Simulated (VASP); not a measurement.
Li2O (antifluorite) relaxed at rising pressure, in one space group throughout; other phases were not tried. The pressures are those reached. Calculation: LDA (Ceperley-Alder, Perdew-Zunger), VASP's LDA PAW potentials (set 64) (plane waves; VASP).

```
P (GPa)  V (Å³/atom)  k-mesh
-------  -----------  ------
-0.27          7.545   9×9×9
5.02           7.173   9×9×9
10.05          6.889   9×9×9
20.14          6.444   9×9×9
30.17          6.107   9×9×9
```

Problem. Fit an equation of state and predict the volume at 45.23 GPa.

Solution. Least squares on the third-order Birch-Murnaghan form, P = (3B0/2)(y⁷ − y⁵)[1 + (3/4)(B′ − 4)(y² − 1)] with y = (V0/V)^(1/3), gives V0 = 7.524 Å³/atom, B0 = 96 GPa and B′ = 3.9, and so 5.717 Å³/atom. The run gave 5.716 Å³/atom, -0.0 % from the fit.

Pressures at which the relaxation failed are left out.

The compound is Li2O in the antifluorite structure.
